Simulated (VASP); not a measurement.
# CuI (Marshite): input slips in a relaxation and what they do, part 2 of 2

Aim: see how common mistakes in a VASP relaxation show up, on CuI (Marshite). The starting structure is a measured crystal structure from the Crystallography Open Database.

VASP 6.6.1.

Results so far: reference 26.27 Å³ an atom; a smearing far too wide 27.53 Å³ an atom.

The database entry behind the starting cell differs from later determinations by our own check (about 0.15 % long (mineral sample)), so it need not match the best structure at ambient conditions.

## Step 5: Relaxation with the cell held fixed (ISIF = 2)

Level of this step: PBEsol; plane waves and PAW (I, Cu) (VASP).

A slip made on purpose: the cell held fixed (ISIF = 2). Against step 2 the input has ISIF = 2 (also changed: NELM).

The input, INCAR:

```
SYSTEM = CuI
PREC = Accurate
ENCUT = 450
EDIFF = 1E-06
NELM = 60
ISMEAR = 0
SIGMA = 0.03
LREAL = .FALSE.
ALGO = Normal
GGA = PS
NBANDS = 15
LORBIT = 11
LWAVE = .FALSE.
LCHARG = .FALSE.
KPAR = 2
IBRION = 2
NSW = 50
ISIF = 2
EDIFFG = -0.01
```

The input, POSCAR:

```
CuI
1.0
    0.0000000000      3.0315000000      3.0315000000
    3.0315000000      0.0000000000      3.0315000000
    3.0315000000      3.0315000000      0.0000000000
I Cu
1 1
Direct
    0.0000000000      0.0000000000      0.0000000000
    0.7500000000      0.7500000000      0.7500000000
```

The input, KPOINTS:

```
Automatic mesh
0
Gamma
6 6 6
0 0 0
```

PAW data sets: I and Cu (PBE family, release 64).

Started as:

```bash
$ mpirun -np 2 vasp_std
```

Log:

```text
[... set-up lines as in an earlier step ...]
 entering main loop
       N       E                     dE             d eps       ncg     rms          rms(c)
[... 4 cycles as in an earlier step ...]
DAV:   5    -0.658694986399E+01   -0.71111E-02   -0.71109E-02   744   0.226E+00    0.571E+00
DAV:   6    -0.650110333377E+01    0.85847E-01   -0.39799E+00   494   0.540E+01    0.375E+00
DAV:   7    -0.629218287914E+01    0.20892E+00   -0.90873E-01   536   0.329E+01    0.160E+00
DAV:   8    -0.629399641437E+01   -0.18135E-02   -0.61777E-02   743   0.445E+00    0.592E-01
DAV:   9    -0.629012583270E+01    0.38706E-02   -0.13942E-02   579   0.338E+00    0.223E-01
DAV:  10    -0.629021215660E+01   -0.86324E-04   -0.67946E-04   613   0.203E-01    0.178E-01
DAV:  11    -0.629013866843E+01    0.73488E-04   -0.32787E-04   642   0.563E-01    0.325E-02
DAV:  12    -0.629014991425E+01   -0.11246E-04   -0.10331E-04   783   0.166E-01    0.441E-02
DAV:  13    -0.629015037113E+01   -0.45687E-06   -0.26836E-06   535   0.135E-02
   1 F= -.62901504E+01 E0= -.62901504E+01  d E =-.629015E+01
[...]
reached required accuracy - stopping structural energy minimisation
```

Run time: 13 s. Hardware: 2 MPI ranks of AMD EPYC 7R43, shared host; peak memory 0.27 GiB; 25 s of CPU time.

Parts of OUTCAR (step 5):

```text
  Total       -0.8160616     -0.8160616     -0.8160616     -0.0000000     -0.0000000      0.0000000
  in kB      -23.4655536    -23.4655536    -23.4655536     -0.0000000     -0.0000000      0.0000000
  external PRESSURE =     -23.4655536 kB  Pullay stress =       0.0000000 kB

 POSITION                                       TOTAL-FORCE (eV/Angst)
 -----------------------------------------------------------------------------------
      0.00000      0.00000      0.00000         0.000000      0.000000     -0.000000
      4.54725      4.54725      4.54725        -0.000000     -0.000000      0.000000
 -----------------------------------------------------------------------------------
    total drift:                               -0.000001     -0.000001     -0.000001

  FREE ENERGIE OF THE ION-ELECTRON SYSTEM (eV)
  ---------------------------------------------------
  free  energy   TOTEN  =        -6.2901503711 eV

  energy  without entropy=       -6.2901503711  energy(sigma->0) =       -6.29015037

[... 2 parts as in an earlier step ...]

[... 2 further parts left out ...]
[key lines of the parts left out:]
E-fermi :   4.4449
```

With the cell held fixed (ISIF = 2) the cell ends at 27.859 Å³ an atom, +6.07 % from the reference.

## Step 6: Relaxation with a cutoff far too low

A slip made on purpose: a cutoff far too low. Against step 2 the input has PREC = Normal and ENCUT = 160 (also changed: NELM).

INCAR: that of step 5 with these lines changed.

```diff
@@ -1,4 +1,4 @@
 SYSTEM = CuI
-PREC = Accurate
-ENCUT = 450
+PREC = Normal
+ENCUT = 160
 EDIFF = 1E-06
@@ -17,3 +17,3 @@
 NSW = 50
-ISIF = 2
+ISIF = 3
 EDIFFG = -0.01
```

POSCAR is that of step 5.

KPOINTS is that of step 5.

Started as:

```bash
$ mpirun -np 2 vasp_std
```

Log:

```text
[... set-up lines as in an earlier step ...]
 entering main loop
       N       E                     dE             d eps       ncg     rms          rms(c)
DAV:   1     0.526050895211E+02    0.52605E+02   -0.38047E+03   488   0.404E+02
DAV:   2     0.523713518408E+01   -0.47368E+02   -0.43131E+02   578   0.121E+02
DAV:   3     0.425787714245E+01   -0.97926E+00   -0.97609E+00   578   0.186E+01
DAV:   4     0.425169962502E+01   -0.61775E-02   -0.61769E-02   606   0.174E+00
[...]
DAV:  14     0.768280557352E+01   -0.75990E-05   -0.83462E-05   522   0.144E-01    0.375E-02
DAV:  15     0.768279917593E+01   -0.63976E-05   -0.74079E-06   543   0.291E-02    0.275E-02
DAV:  16     0.768279923862E+01    0.62687E-07   -0.29003E-06   543   0.255E-02
   1 F= 0.76827992E+01 E0= 0.76827992E+01  d E =0.768280E+01
[...]
-----------------------------------------------------------------------------
|                                                                             |
|     EEEEEEE  RRRRRR   RRRRRR   OOOOOOO  RRRRRR      ###     ###     ###     |
[...]
|     E        R   R    R   R    O     O  R   R                               |
|     E        R    R   R    R   O     O  R    R      ###     ###     ###     |
|     EEEEEEE  R     R  R     R  OOOOOOO  R     R     ###     ###     ###     |
|                                                                             |
|     Orbital orthonormalization failed in the inversion of matrix            |
|     LAPACK: Routine ZPOTRF failed! kpoint: 1 spin: 1                        |
|                                                                             |
|     Possible solutions for this issue are:                                  |
|     - Please check whether the atoms are too close to each other.           |
|     - Decreasing POTIM might help during relaxations or MDs.                |
|     - Deleting CHGCAR or WAVECAR if incompatible with the structure.        |
|     - Try calculating without symmetrizing (ISYM = 0 or ISYM = -1).         |
|     - As last resort: using a different PAW for some of the atoms.          |
|                                                                             |
|       ---->  I REFUSE TO CONTINUE WITH THIS SICK JOB ... BYE!!! <----       |
|                                                                             |
 -----------------------------------------------------------------------------

1
1
```

It took 5.2 s on 2 MPI ranks.

VASP stopped with this message: “Orbital orthonormalization failed in the inversion of matrix LAPACK: Routine ZPOTRF failed! kpoint: 1 spin: 1”.

## Step 7: Comparison

```csv
run,ended,volume (Å³/atom),change (%),pressure left (GPa),core minutes
reference,converged,26.266,-,0.02,2.3
a smearing far too wide,converged,27.528,4.8,-0.02,0.933
too few electronic steps,stopped by VASP,-,-,-,0.233
the cell held fixed (ISIF = 2),converged,27.859,6.07,-2.35,0.433
a cutoff far too low,stopped by VASP,-,-,-,0.173
```

Core minutes are wall time times ranks, summed over the relaxations behind a row (those for a bulk modulus apart), on shared hosts.

## Step 8: Summary of results

```yaml
volume_of_the_reference: 26.27 Å³/atom
volume_against_the_reference_a_smearing_far_too_wide: +4.80 %
volume_against_the_reference_the_cell_held_fixed: +6.07 %
run_with_too_few_electronic_steps: stopped by VASP
run_with_a_cutoff_far_too_low: stopped by VASP
```

VASP stopped by itself in the runs with too few electronic steps and a cutoff far too low. Finished, but with signs in the output that stand out against the reference: a smearing far too wide, with the volume changed by +4.8 % (signs: -0.3 GPa at the first ionic step (of the first relaxations, not shown; reference: -2.3 GPa) and a large entropy term in the energy); the cell held fixed (ISIF = 2), with the volume kept at the input's, +6.1 % from the reference (signs: a stress of up to 2.3 GPa). The reference was restarted once and the runs with a slip weren't, so their cells may not have settled fully. Further runs on this material are not shown.

[Lines on the potential files, build, host, timing and source positions are cut from VASP's logs without a mark.]

[Logs are printed without paths, hosts, clocks, repeated set-up lines and the standing remarks that a program may print on its own settings, such as how far it seeks lower states.]

[Hosts, paths, dates, database ids (printed as entryN), source tags and the programs' standing remarks are cut or masked in the printed files.]
